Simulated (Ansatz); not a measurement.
**LiF and its competing phases**

These are results of DFT PBE, scalar-relativistic, plane waves, PAW in Ansatz 0.2.0, not measurements. All cells share a 420 eV cutoff and Γ-centred k meshes spaced at most about 0.3 Å⁻¹ (2π included). No spin polarisation.

The zero of energy is the elements' standard structures at the same level (F₂ as a molecule); no fitted shifts are applied.

Temperature and zero-point effects are left out.

The competitors are the elements and 1 reference phase of this chemical system (from databases or known types: LiF), relaxed at the same level; other known phases may be missing.

The candidate was reached from: 5-connected net, two elements spread over the vertices, changed on relaxing.

```yaml
crystal:
  lattice:
    - [5.26299, 0.00000, 0.00000]
    - [2.32274, 4.92510, 0.00000]
    - [1.98304, 1.55246, 4.87962]
  atoms:
    - { symbol: Li, position: [0.76391, 0.99368, 0.16384] }
    - { symbol: Li, position: [0.63125, 0.34104, 0.52909] }
    - { symbol: Li, position: [0.29891, 0.90450, 0.48428] }
    - { symbol: Li, position: [0.20014, 0.14552, 0.83618] }
    - { symbol: Li, position: [0.37107, 0.62362, 0.13169] }
    - { symbol: Li, position: [0.85771, 0.72525, 0.83723] }
    - { symbol: F, position: [0.68390, 0.66488, 0.23569] }
    - { symbol: F, position: [0.50700, 0.81316, 0.76733] }
    - { symbol: F, position: [0.09976, 0.95820, 0.21965] }
    - { symbol: F, position: [0.90066, 0.08669, 0.75705] }
    - { symbol: F, position: [0.45454, 0.24452, 0.31146] }
    - { symbol: F, position: [0.23115, 0.49895, 0.72650] }
```

Task: Is it stable, and against what?

Result: Not the lowest form: another structure of the same formula lies lower. Its formation energy is -2.859 eV/atom. The lowest competing phase at this composition is this:

```tsv
phase	space group	source	share of atoms	ΔE_f (eV/atom)
LiF	P6_3mc (No. 186)	Materials Project	1.0000	-2.953
```

The candidate lies 94 meV/atom above this phase. The candidate matches no cell in the subsets of the Crystallography Open Database and the Materials Project at hand. It is metastable at best. Checks: no imaginary mode at Γ (other wave vectors untested). The Crystallography Open Database lists this formula in another space group (No. 225).
